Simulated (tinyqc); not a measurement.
Worked calculation: Pariser-Parr-Pople SCF with singles CI, for the molecule Nc1ccccc1 (SMILES; centres numbered as the heavy atoms are written). Computed by tinyqc, a small Python program that keeps every step. Settings: charge = 0, gamma = Ohno, start = huckel, damping = 0, iteration cap = 78, excitations kept = 4. Command: `OMP_NUM_THREADS=1 python tinyqc.py 20502 20503 out.jsonl` (the two numbers bound the seeds that draw the settings). One thread of a shared host (Intel(R) Xeon(R) Processor @ 2.60GHz), about 0.01 s of CPU time with the checks. Later iterations appear only in the table of the cycle.

## PPP integrals

Centres (angstrom, eV; a flat drawing with bonds scaled to 1.40 angstrom):

| centre | x | y | core charge z | W | gamma_rr |
|---|---|---|---|---|---|
| 1N | 2.4000 | 0.0000 | 2 | 23.0900 | 18.1300 |
| 2C | 1.0000 | 0.0000 | 1 | 11.5600 | 10.4000 |
| 3C | 0.3000 | 1.2120 | 1 | 11.5600 | 10.4000 |
| 4C | -1.1000 | 1.2120 | 1 | 11.5600 | 10.4000 |
| 5C | -1.8000 | 0.0000 | 1 | 11.5600 | 10.4000 |
| 6C | -1.1000 | -1.2120 | 1 | 11.5600 | 10.4000 |
| 7C | 0.3000 | -1.2120 | 1 | 11.5600 | 10.4000 |

Resonance integrals (eV):

| i | j | beta |
|---|---|---|
| 1 | 2 | -2.3900 |
| 2 | 3 | -2.3900 |
| 3 | 4 | -2.3900 |
| 4 | 5 | -2.3900 |
| 5 | 6 | -2.3900 |
| 6 | 7 | -2.3900 |
| 7 | 2 | -2.3900 |

Ohno: gamma = 14.399645/sqrt(R^2 + a^2), a = 2 x 14.399645/(gamma_rr + gamma_ss); H_rr = -W_r - sum_(s != r) z_s gamma_rs; H_rs = beta for bonds.

repulsion gamma_rs (eV), lower triangle:
```
         1N       2C       3C       4C       5C       6C       7C
1N  18.1300
2C   8.3429  10.4000
3C   5.4827   7.3141  10.4000
4C   3.7509   5.1572   7.3131  10.4000
5C   3.3336   4.6099   5.1572   7.3141  10.4000
6C   3.7509   5.1572   4.6109   5.1583   7.3141  10.4000
7C   5.4827   7.3141   5.1583   4.6109   5.1572   7.3131  10.4000
```

core matrix H (eV), lower triangle:
```
          1N        2C        3C        4C        5C        6C        7C
1N  -53.2336
2C   -2.3900  -57.7984
3C    0.0000   -2.3900  -52.0789
4C    0.0000    0.0000   -2.3900  -48.6153
5C    0.0000    0.0000    0.0000   -2.3900  -47.7796
6C    0.0000    0.0000    0.0000    0.0000   -2.3900  -48.6153
7C    0.0000   -2.3900    0.0000    0.0000    0.0000   -2.3900  -52.0789
```

## Starting guess

pi electrons, sum of z_r less the charge = 8

Orbitals of the Hueckel matrix of the beta values.

P at the start, lower triangle:
```
         1N       2C       3C       4C       5C      6C      7C
1N   1.5714
2C   0.6350   1.0000
3C  -0.2857   0.5226   1.1429
4C  -0.1125   0.0000   0.7050   1.0000
5C   0.2857  -0.2250  -0.1429   0.6350   1.1429
6C  -0.1125   0.0000  -0.2950   0.0000   0.6350  1.0000
7C  -0.2857   0.5226   0.1429  -0.2950  -0.1429  0.7050  1.1429
```

## Iteration 1: Fock matrix

F_rr = H_rr + P_rr gamma_rr / 2 + sum_(s != r) P_ss gamma_rs; F_rs = H_rs - P_rs gamma_rs / 2; E = tr P (H + F) / 2 + core repulsion sum_(r<s) z_r z_s gamma_rs.

F (eV), lower triangle:
```
         1N       2C       3C       4C       5C       6C       7C
1N  -6.8023
2C  -5.0390  -7.1873
3C   0.7832  -4.3010  -6.4932
4C   0.2109   0.0000  -4.9680  -5.2192
5C  -0.4762   0.5185   0.3684  -4.7123  -5.5723
6C   0.2109   0.0000   0.6800   0.0000  -4.7123  -5.2192
7C   0.7832  -4.3010  -0.3684   0.6800   0.3684  -4.9680  -6.4932
```

pi energy = -114.3910 eV

## Iteration 1: orbitals and new P

Diagonalise F (the basis is taken as orthonormal) and form P = 2 sum c c over the lowest orbitals.

orbital energies (eV): -15.2434  -12.2259  -11.3381  -8.0317  -0.0059  0.5044  3.3538

P after iteration 1, lower triangle:
```
         1N       2C       3C       4C       5C      6C      7C
1N   1.4668
2C   0.6830   1.0949
3C  -0.3319   0.4892   1.1979
4C  -0.0887  -0.0084   0.7009   0.9545
5C   0.2821  -0.2138  -0.1360   0.6403   1.1335
6C  -0.0887  -0.0084  -0.2959   0.0344   0.6403  0.9545
7C  -0.3319   0.4892   0.1180  -0.2959  -0.1360  0.7009  1.1979
```

## Iteration 2: Fock matrix

As before.

F (eV), lower triangle:
```
         1N       2C       3C       4C       5C       6C       7C
1N  -6.7279
2C  -5.2389  -7.2738
3C   0.9099  -4.1792  -6.3935
4C   0.1664   0.0216  -4.9530  -5.0056
5C  -0.4701   0.4927   0.3508  -4.7315  -5.6302
6C   0.1664   0.0216   0.6821  -0.0887  -4.7315  -5.0056
7C   0.9099  -4.1792  -0.3044   0.6821   0.3508  -4.9530  -6.3935
```

pi energy = -114.6096 eV

## Iteration 2: orbitals and new P

As before.

orbital energies (eV): -15.0957  -12.2736  -11.1685  -8.0930  0.1625  0.5794  3.4588

P after iteration 2, lower triangle:
```
         1N       2C       3C       4C       5C      6C      7C
1N   1.4336
2C   0.6969   1.1183
3C  -0.3427   0.4775   1.2154
4C  -0.0839  -0.0065   0.7002   0.9368
5C   0.2780  -0.2102  -0.1364   0.6406   1.1437
6C  -0.0839  -0.0065  -0.2945   0.0402   0.6406  0.9368
7C  -0.3427   0.4775   0.1120  -0.2945  -0.1364  0.7002  1.2154
```

## Convergence

Stop when output and input P, before any damping, agree to 1e-7.

Course of the cycle:

| iteration | E (eV) | largest \|P(out) - P(in)\| |
|---|---|---|
| 1 | -114.391039 | 1.05e-01 |
| 2 | -114.609600 | 3.32e-02 |
| 3 | -114.628747 | 8.60e-03 |
| 4 | -114.631151 | 4.46e-03 |
| 5 | -114.631667 | 2.53e-03 |
| 6 | -114.631819 | 1.42e-03 |
| 7 | -114.631869 | 8.08e-04 |
| 8 | -114.631886 | 4.63e-04 |
| 9 | -114.631892 | 2.68e-04 |
| 10 | -114.631894 | 1.56e-04 |
| 11 | -114.631895 | 9.13e-05 |
| ... | ... | ... |
| 14 | -114.631895 | 1.86e-05 |
| 15 | -114.631895 | 1.09e-05 |
| 16 | -114.631895 | 6.44e-06 |
| 17 | -114.631895 | 3.80e-06 |
| 18 | -114.631895 | 2.24e-06 |
| 19 | -114.631895 | 1.32e-06 |
| 20 | -114.631895 | 7.79e-07 |
| 21 | -114.631895 | 4.59e-07 |
| 22 | -114.631895 | 2.71e-07 |
| 23 | -114.631895 | 1.60e-07 |
| 24 | -114.631895 | 9.42e-08 |

Converged in 24 iterations.

## Converged orbitals

Charges are z - P_rr.

orbital energies (eV): -15.0509  -12.2752  -11.0967  -8.1484  0.2395  0.5933  3.4951

coefficients:
```
       MO1      MO2      MO3      MO4      MO5      MO6      MO7
1N  0.3116  -0.3865   0.0000   0.6811   0.0000  -0.4870   0.2288
2C  0.6235  -0.4144   0.0000  -0.0032   0.0000   0.5485  -0.3725
3C  0.3992   0.0345   0.5304  -0.4161  -0.4676  -0.1825   0.3646
4C  0.2690   0.4073   0.4676   0.0465   0.5304  -0.2847  -0.4225
5C  0.2251   0.5871   0.0000   0.4306   0.0000   0.4830   0.4312
6C  0.2690   0.4073  -0.4676   0.0465  -0.5304  -0.2847  -0.4225
7C  0.3992   0.0345  -0.5304  -0.4161   0.4676  -0.1825   0.3646
```

pi charges: 1N 0.5791, 2C -0.1209, 3C -0.2301, 4C 0.0818, 5C -0.1615, 6C 0.0818, 7C -0.2301

## Singles CI, singlets

Over the 4 single excitations with the smallest orbital gaps: A = (e_a - e_i) delta + 2 (ia|jb) - (ij|ab), with (pq|rs) = sum c_mp c_mq gamma_mn c_nr c_ns. f = 2/3 w |mu|^2 in atomic units, mu = sqrt2 sum c_ia sum_m c_mi c_ma R_m.

singlet CI matrix (eV), lower triangle:
```
        4>5     4>6     3>5     4>7
4>5  3.6551
4>6  0.0000  5.2317
3>5  0.0000  0.7389  6.2685
4>7  0.0000  0.1183  0.0126  6.7863
```

singlet excitation energies (eV): 3.6551  4.8424  6.6265  6.8176

oscillator strengths: 0.1806  0.3627  1.2225  0.2441

## Singles CI, triplets

Over the 4 single excitations with the smallest orbital gaps: A = (e_a - e_i) delta - (ij|ab), with (pq|rs) = sum c_mp c_mq gamma_mn c_nr c_ns.

triplet CI matrix (eV), lower triangle:
```
        4>5     4>6      3>5     4>7
4>5  2.7449
4>6  0.0000  1.4647
3>5  0.0000  0.0418   4.4799
4>7  0.0000  1.1829  -0.5908  5.5676
```

triplet excitation energies (eV): 1.1367  2.7449  4.2945  6.0809
